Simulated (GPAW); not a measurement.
# CdO (Monteponite) (Fm-3m) in GPAW: further runs

One crystal, CdO (Monteponite), is run at these levels: PBE; tasks: single point.

Program: GPAW 26.7.0. These are calculated values, not measurements. Logs are shortened: lines on timing, memory, paths and dates and some standing lists are left out, and cuts for length are marked. The log counts tension as positive stress, the text compression.

## 1. The structure

It takes space group Fm-3m (No. 225, cubic). Conventional cell: a = 4.699 Å, b = 4.699 Å, c = 4.699 Å, α = 90.00°, β = 90.00°, γ = 90.00°. Around Cd (site symmetry m-3m) lie 6 O at 2.35 Å. Around O (site symmetry m-3m) lie 6 Cd at 2.35 Å.

## 2. Single point, PBE

The input, run.py:

```python
from ase import Atoms
from ase.dft.bandgap import bandgap
from ase.io import write
from ase.units import GPa
from gpaw import GPAW, PW

atoms = Atoms(['Cd', 'O'],
              cell=[[0.0, 2.3495, 2.3495],
                    [2.3495, 0.0, 2.3495],
                    [2.3495, 2.3495, 0.0]],
              scaled_positions=[[0.0, 0.0, 0.0],
                                [0.5, 0.5, 0.5]],
              pbc=True)

calc = GPAW(mode=PW(800),
            xc='PBE',
            kpts={'size': (10, 10, 10), 'gamma': True},
            occupations={'name': 'methfessel-paxton', 'order': 0, 'width': 0.027000000000000003},
            nbands=18,
            convergence={'density': 1e-05, 'energy': 1e-05},
            maxiter=150,
            txt='gpaw.txt')
atoms.calc = calc
energy = atoms.get_potential_energy()
forces = atoms.get_forces()
stress = atoms.get_stress()
calc.write('gs.gpw')
write('result.traj', atoms)
print(f'Energy: {energy:.6f} eV')
print('Forces (eV/A):')
print(forces.round(4))
print('Stress (GPa):', (stress / GPa).round(3))
print('Fermi level:', round(calc.get_fermi_level(), 4), 'eV')
print(f'Gap: {bandgap(calc)[0]:.4f} eV, direct: {bandgap(calc, direct=True)[0]:.4f} eV')
```

Potentials or basis: GPAW PAW data sets (gpaw-data 1.2.1), pw.

Run with:

```bash
$ OMP_NUM_THREADS=1 python run.py
```

gpaw.txt:

```text
__  _  _
 | _ |_)|_||  |
 |__||  | ||/\| - 26.7.0

Input parameters:
  mode=PW(ecut=800.0),
  convergence={'density': 1e-05, 'energy': 1e-05},
  kpts=MonkhorstPack(size=(10, 10, 10), gamma=True),
  maxiter=150,
  nbands=18,
  occupations=Occupations(name='methfessel-paxton', order=0, width=0.027000000000000003),
  xc=XC(name='PBE')

Diagonalizing LCAO Hamiltonian
Converting LCAO to pw mode

               O

       Cd

Atoms  # Å, Bohr magnetons
|   | symbol |        x |        y |        z |    initial magnetic moments |
|---|--------|----------|----------|----------|-----------------------------|
| 0 |     Cd | 0.000000 | 0.000000 | 0.000000 | ( 0.0000,  0.0000,  0.0000) |
| 1 |      O | 2.349500 | 2.349500 | 2.349500 | ( 0.0000,  0.0000,  0.0000) |

Unit cell  # Å
| periodic |        x |        y |        z |  lengths |    angles |
|----------|----------|----------|----------|----------|-----------|
|      yes | 0.000000 | 2.349500 | 2.349500 | 3.322695 | 60.000000 |
|      yes | 2.349500 | 0.000000 | 2.349500 | 3.322695 | 60.000000 |
|      yes | 2.349500 | 2.349500 | 0.000000 | 3.322695 | 60.000000 |

Number of symmetries: 48
Symmetry operations  # r_c * U_cc + t_c -> r_c
|    | kind |            matrix            |
|----|------|------------------------------|
|  0 |  σ   |  1, 0, 0,  1, 0,-1,  1,-1, 0 |
|  1 |  C2  |  1, 0, 0,  1,-1, 0,  1, 0,-1 |
|  2 |  E   |  1, 0, 0,  0, 1, 0,  0, 0, 1 |
|  3 |  σ   |  1, 0, 0,  0, 0, 1,  0, 1, 0 |
|  4 |  C4  |  1, 0,-1,  1, 0, 0,  1,-1, 0 |
|  5 |  S6  |  1, 0,-1,  1,-1, 0,  1, 0, 0 |
|  6 |  σ   |  1, 0,-1,  0, 1,-1,  0, 0,-1 |
|  7 |  C3  |  1, 0,-1,  0, 0,-1,  0, 1,-1 |
|  8 |  S6  |  1,-1, 0,  1, 0, 0,  1, 0,-1 |
|  9 |  C4  |  1,-1, 0,  1, 0,-1,  1, 0, 0 |
| 10 |  C3  |  1,-1, 0,  0,-1, 1,  0,-1, 0 |
| 11 |  σ   |  1,-1, 0,  0,-1, 0,  0,-1, 1 |
| 12 |  σ   |  0, 1, 0,  1, 0, 0,  0, 0, 1 |
| 13 |  C4  |  0, 1, 0,  0, 1,-1, -1, 1, 0 |
| 14 |  C3  |  0, 1, 0,  0, 0, 1,  1, 0, 0 |
| 15 |  S6  |  0, 1, 0, -1, 1, 0,  0, 1,-1 |
| 16 |  C2  |  0, 1,-1,  1, 0,-1,  0, 0,-1 |
| 17 |  σ   |  0, 1,-1,  0, 1, 0, -1, 1, 0 |
| 18 |  S4  |  0, 1,-1,  0, 0,-1,  1, 0,-1 |
| 19 |  C4  |  0, 1,-1, -1, 1, 0,  0, 1, 0 |
| 20 |  C3  |  0, 0, 1,  1, 0, 0,  0, 1, 0 |
| 21 |  σ   |  0, 0, 1,  0, 1, 0,  1, 0, 0 |
| 22 |  S6  |  0, 0, 1,  0,-1, 1, -1, 0, 1 |
| 23 |  C4  |  0, 0, 1, -1, 0, 1,  0,-1, 1 |
| 24 |  S4  |  0, 0,-1,  1, 0,-1,  0, 1,-1 |
| 25 |  C3  |  0, 0,-1,  0, 1,-1,  1, 0,-1 |
| 26 |  C2  |  0, 0,-1,  0,-1, 0, -1, 0, 0 |
| 27 |  S6  |  0, 0,-1, -1, 0, 0,  0,-1, 0 |
| 28 |  S4  |  0,-1, 1,  1,-1, 0,  0,-1, 0 |
| 29 |  C4  |  0,-1, 1,  0, 0, 1, -1, 0, 1 |
| 30 |  C2  |  0,-1, 1,  0,-1, 0,  1,-1, 0 |
| 31 |  σ   |  0,-1, 1, -1, 0, 1,  0, 0, 1 |
| 32 |  C3  |  0,-1, 0,  1,-1, 0,  0,-1, 1 |
| 33 |  S6  |  0,-1, 0,  0, 0,-1, -1, 0, 0 |
| 34 |  S4  |  0,-1, 0,  0,-1, 1,  1,-1, 0 |
| 35 |  C2  |  0,-1, 0, -1, 0, 0,  0, 0,-1 |
| 36 |  C2  | -1, 1, 0,  0, 1, 0,  0, 1,-1 |
| 37 |  S6  | -1, 1, 0,  0, 1,-1,  0, 1, 0 |
| 38 |  S4  | -1, 1, 0, -1, 0, 1, -1, 0, 0 |
| 39 |  C3  | -1, 1, 0, -1, 0, 0, -1, 0, 1 |
| 40 |  S6  | -1, 0, 1,  0, 0, 1,  0,-1, 1 |
| 41 |  C2  | -1, 0, 1,  0,-1, 1,  0, 0, 1 |
| 42 |  C3  | -1, 0, 1, -1, 1, 0, -1, 0, 0 |
| 43 |  S4  | -1, 0, 1, -1, 0, 0, -1, 1, 0 |
| 44 |  C2  | -1, 0, 0,  0, 0,-1,  0,-1, 0 |
| 45 |  i   | -1, 0, 0,  0,-1, 0,  0, 0,-1 |
| 46 |  σ   | -1, 0, 0, -1, 1, 0, -1, 0, 1 |
| 47 |  C2  | -1, 0, 0, -1, 0, 1, -1, 1, 0 |

BZ-sampling:
  Number of BZ points: 1000
  Number of IBZ points: 47

  Monkhorst-Pack size: [10, 10, 10]
  Monkhorst-Pack shift: [0.05, 0.05, 0.05]

K-points  # in reciprocal-cell coordinates
|     |                                coordinates |     weight |
|-----|--------------------------------------------|------------|
|   0 | (  0.00000000,   0.00000000,   0.00000000) | 0.00100000 |
|   1 | (  0.10000000,   0.10000000,   0.00000000) | 0.00600000 |
|   2 | (  0.10000000,   0.10000000,   0.10000000) | 0.00800000 |
|   3 | (  0.20000000,   0.10000000,   0.10000000) | 0.01200000 |
|   4 | (  0.20000000,   0.20000000,   0.00000000) | 0.00600000 |
|   5 | (  0.20000000,   0.20000000,   0.10000000) | 0.02400000 |
|   6 | (  0.20000000,   0.20000000,   0.20000000) | 0.00800000 |
|   7 | (  0.30000000,   0.20000000,   0.10000000) | 0.02400000 |
|   8 | (  0.30000000,   0.20000000,   0.20000000) | 0.02400000 |
|   9 | (  0.30000000,   0.30000000,   0.00000000) | 0.00600000 |
| ... |                                            |            |
|  46 | (  0.50000000,   0.50000000,   0.50000000) | 0.00400000 |

Plane wave coefficients: 1363
Cutoff: 800.0 eV

Spin-components: 1 (collinear spins)
Bands:           18
Projectors:      11
Spin-degeneracy: 2
Datatype:        complex128

Parallelization:
  kpt:    1
  domain: 1
  band:   1

Density:
  Valence electrons: 18.0
  Components: 1
  Grid points: [24 24 24]
  Charge: 0.0  # |e|

Potential:
  Grid points: [24 24 24]

species:
  Cd:
    name:    Cadmium
    Z:       48.0
    valence: 12
    core:    36
    charge:  0.0  # [|e|]
    compensation charges:
      type: gauss
      rc: 0.38  # [Å]
      lmax: 2
    cutoffs:
      filter: 2.12  # [Å]
      core: 2.62  # [Å]
    projectors
    | kind |    occ | energy [eV] | rcut [Å] |
    |------|--------|-------------|----------|
    |   5s |  2.000 |      -5.655 |    1.191 |
    |   5p |  0.000 |      -1.186 |    1.228 |
    |   4d | 10.000 |     -11.739 |    1.164 |
    |    s |        |      21.556 |    1.191 |
    |    p |        |      26.026 |    1.228 |
    |    d |        |      15.473 |    1.164 |

    Using partial waves for Cd as LCAO basis

  O:
    name:    Oxygen
    Z:       8.0
    valence: 6
    core:    2
    charge:  0.0  # [|e|]
    compensation charges:
      type: gauss
      rc: 0.21  # [Å]
      lmax: 2
    cutoffs:
      filter: 1.17  # [Å]
      core: 0.83  # [Å]
    projectors
    | kind |    occ | energy [eV] | rcut [Å] |
    |------|--------|-------------|----------|
    |   2s |  2.000 |     -23.961 |    0.688 |
    |   2p |  4.000 |      -9.029 |    0.598 |
    |    s |        |       3.251 |    0.688 |
    |    p |        |      18.182 |    0.598 |
    |    d |        |       0.000 |    0.619 |

    Using partial waves for O as LCAO basis

Reference energy: -154213.970638  # eV

eigensolver:
  PPCG
  Converge bands: occupied
  niter=2

density mixing:
  MSR1-Mixer
  Pratt-step length: 0.05
  Maximum mixing coefficient: 0.75
  Old densities: 10
  SVD Regularization: 0.005
  Good broyden scale: 1.0
  Trust region scale: 1.0
  Backstep threshold: 4.0
  History deletion threshold: 6.0
  Fourier metric: weight=20.0, sigma=0.015

occupation numbers:
  Methfessel-Paxton:
    width: 0.0270  # eV
    order: 0

poisson solver:
  ecut: 6400.0  # eV

xc functional:
  name: PBE with 2 nearest neighbor stencil

convergence criteria:
- Maximum integral of absolute [dens]ity change: 1e-05 electrons / valence electron
- Maximum [total energy] change in last 3 cyles: 1e-05 eV / valence electron
- Maximum integral of absolute [eigenst]ate change: 4e-08 eV^2 / valence electron
maximum number of iterations: 150

SCF iterations
|iter     | |      energy | eigst |  dens |
|---------|-|-------------|-------|-------|
|iter:   1| |   -9.911163 | -0.49 |       |
|iter:   2| |   -9.372152 | -2.20 | -0.95 |
|iter:   3| |   -8.167126 | -1.10 | -1.01 |
|iter:   4| |   -8.153274 | -3.34 | -1.51 |
|iter:   5| |   -8.148331 | -3.48 | -1.75 |
|iter:   6| |   -8.148386 | -5.29 | -2.95 |
|iter:   7| |   -8.148400c| -6.33 | -3.34 |
|iter:   8| |   -8.148400c| -8.29c| -4.33 |
|iter:   9| |   -8.148400c| -8.02c| -4.95 |
|iter:  10| |   -8.148400c| -9.28c| -5.93c|

Converged in 10 steps
Energy contributions relative to reference atoms: (reference = -154213.970638)

Energy contributions:
  Kinetic:          29.097866
  Coulomb:         -25.769023
  Zero:              0.200249
  External:          0.000000
  Xc:              -11.677461
  Entropy:          -0.000064
  Spinorbit:         0.000000
  ----------------------------
  Free energy:      -8.148432
  Extrapolated:     -8.148400

dipole moment: (-15.257405, -15.257405, -15.257405)  # |e|*Ang

Fermi level: 6.430
Eigenvalues  # (at kpt = [0.000, 0.000, 0.000])
| band index |      eig [eV] | occ [0-2] |
|------------|---------------|-----------|
|          0 |       -10.959 |     2.000 |
|        ... |               |           |
|          2 |        -0.243 |     2.000 |
|          3 |        -0.243 |     2.000 |
|          4 |         0.055 |     2.000 |
|          5 |         0.055 |     2.000 |
|          6 |         5.006 |     2.000 |
|          7 |         5.006 |     2.000 |
|          8 |         5.006 |     2.000 |
|          9 |         5.979 |     2.000 |
|         10 |        20.997 |     0.000 |
|         11 |        23.416 |     0.000 |
|         12 |        23.416 |     0.000 |
|         13 |        23.416 |     0.000 |
|         14 |        24.532 |     0.000 |
|         15 |        24.532 |     0.000 |
|         16 |        24.532 |     0.000 |
|         17 |        29.627 |     0.000 |

No gap
No difference between direct/indirect transitions

Forces  # eV/Ang
|        x |        y |       z |
|----------|----------|---------|
|  0.00000 | -0.00000 | 0.00000 |  # Cd   0
| -0.00000 | -0.00000 | 0.00000 |  # O    1

Stress tensor  # eV/Ang^3
|         x |         y |         z |
|-----------|-----------|-----------|
| -0.034623 | -0.000000 | -0.000000 |
| -0.000000 | -0.034623 |  0.000000 |
| -0.000000 |  0.000000 | -0.034623 |

# Writing to gs.gpw (mode='')
```

It took 27 s on 1 thread of Arm Neoverse V1, shared host; peak memory 0.17 GiB.

Results:

```
Free energy            : -8.1484 eV
Pressure               : 5.5 GPa
Band gap on the k mesh : none (metal or under the smearing width)
```

Levels at points of the mesh, in eV from the Fermi level:
```csv
k point,band 5,band 6,band 7,band 8,band 9,band 10,band 11,band 12,band 13,band 14
"(0.00, 0.00, 0.00)",-6.37,-6.37,-1.42,-1.42,-1.42,-0.45,14.57,16.99,16.99,16.99
"(0.50, 0.50, 0.00)",-5.97,-5.67,-4.39,-2.38,-2.38,3.86,8.47,11.22,13.25,13.25
"(0.50, 0.50, 0.50)",-6.11,-6.11,-3.81,-0.02,-0.02,4.37,7.28,11.81,11.81,17.72
```

Caveat: this crystal is a semiconductor, whose small gap the functional closes, so the metal is an error of the method.

## 3. Single point, PBE

The input, run.py:

```python
from ase.dft.bandgap import bandgap
from ase.io import read, write
from ase.units import GPa
from gpaw import GPAW, PW

atoms = read('CdO.xyz')

calc = GPAW(mode=PW(800),
            xc='PBE',
            kpts={'size': (10, 10, 10), 'gamma': True},
            occupations={'name': 'methfessel-paxton', 'order': 0, 'width': 0.028000000000000004},
            nbands=18,
            convergence={'density': 1e-05, 'energy': 1e-05},
            maxiter=150,
            txt='gpaw.txt')
atoms.calc = calc
energy = atoms.get_potential_energy()
forces = atoms.get_forces()
stress = atoms.get_stress()
calc.write('gs.gpw')
write('result.traj', atoms)
print(f'Energy: {energy:.6f} eV')
print('Forces (eV/A):')
print(forces.round(4))
print('Stress (GPa):', (stress / GPa).round(3))
print('Fermi level:', round(calc.get_fermi_level(), 4), 'eV')
print(f'Gap: {bandgap(calc)[0]:.4f} eV, direct: {bandgap(calc, direct=True)[0]:.4f} eV')
```

The input, CdO.xyz:

```xyz
2
Lattice="0.0000000000 2.3495000000 2.3495000000 2.3495000000 0.0000000000 2.3495000000 2.3495000000 2.3495000000 0.0000000000" Properties=species:S:1:pos:R:3 pbc="T T T"
Cd     0.0000000000      0.0000000000      0.0000000000
O      2.3495000000      2.3495000000      2.3495000000
```

Potentials or basis: GPAW PAW data sets (gpaw-data 1.2.1), pw.

Run with:

```bash
$ OMP_NUM_THREADS=1 python run.py
```

Run time: 28 s. Hardware: 1 thread of Arm Neoverse V1, shared host; peak memory 0.17 GiB.

It converged, with:

| Property | Result |
| --- | --- |
| Free energy | -8.1484 eV |
| Pressure | 5.5 GPa |
| Band gap on the k mesh | none (metal or under the smearing width) |

Levels at points of the mesh, in eV from the Fermi level:
```
           k point  band 7  band 8  band 9  band 10  band 11  band 12
(0.00, 0.00, 0.00)   -1.42   -1.42   -1.42    -0.45    14.57    16.99
(0.50, 0.50, 0.00)   -4.39   -2.39   -2.39     3.86     8.47    11.22
(0.50, 0.50, 0.50)   -3.82   -0.02   -0.02     4.37     7.28    11.81
```

Caveat: this crystal is a semiconductor, whose small gap the functional closes, so the metal is an error of the method.
